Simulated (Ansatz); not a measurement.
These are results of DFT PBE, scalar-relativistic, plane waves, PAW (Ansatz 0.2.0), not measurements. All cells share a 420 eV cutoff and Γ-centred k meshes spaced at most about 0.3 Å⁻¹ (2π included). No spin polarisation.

These are static total energies at zero pressure.

Task: Which of these relaxed structures of HfSi2O6 is the lowest in energy?
A.

```
Hf Si O
1.0
    -1.68500    1.68500    7.23516
     1.68500   -1.68500    7.23516
     1.68500    1.68500   -7.23516
Hf Si O
1 2 6
Direct
  0.00000 0.00000 0.00000
  0.32949 0.32949 0.00000
  0.67051 0.67051 0.00000
  0.90792 0.40792 0.50000
  0.25000 0.75000 0.50000
  0.59208 0.09208 0.50000
  0.75000 0.25000 0.50000
  0.09208 0.59208 0.50000
  0.40792 0.90792 0.50000
```

B.

```
Hf Si O
1.0
     3.56514    0.00000    0.00000
    -1.78257    3.08750    0.00000
     0.00000    0.00000    7.47099
Hf Si O
1 2 6
Direct
  0.00000 0.00000 0.00000
  0.33333 0.66667 0.64904
  0.66667 0.33333 0.35096
  0.33333 0.66667 0.89306
  0.66667 0.33333 0.58113
  0.00000 0.00000 0.28387
  0.00000 0.00000 0.71613
  0.33333 0.66667 0.41887
  0.66667 0.33333 0.10694
```

C.

```
Hf Si O
1.0
     4.95536   -2.50794    0.00000
     4.95536    2.50794    0.00000
    -0.17645    0.00000    5.88222
Hf Si O
1 2 6
Direct
  0.45879 0.54121 0.00000
  0.51940 0.98656 0.65518
  0.01344 0.48060 0.34482
  0.79160 0.42957 0.20228
  0.30484 0.15509 0.43188
  0.57043 0.20840 0.79772
  0.12594 0.62858 0.18263
  0.84491 0.69516 0.56812
  0.37142 0.87406 0.81737
```

Result: C. The next of these, B, lies 0.84 eV/atom higher. Forms: C C2; B P-3m1; A I4/mmm. Counting O atoms around Hf and Si (those within 1.25 times the shortest such distance or 1.15 times the sum of covalent radii; a plus sign parts nearer from farther groups): C has Hf 4, Si 4; B has Hf 8, Si 2+6; A has Hf 8, Si 8. Origin: A and B, invented; C, invented, then shaken at random and relaxed again.

These runs have no spin–orbit coupling, which can matter for Hf. Cells relaxed within their symmetry can be saddle points. Some candidate types were left out of the draw beforehand, so a known form may be missing.
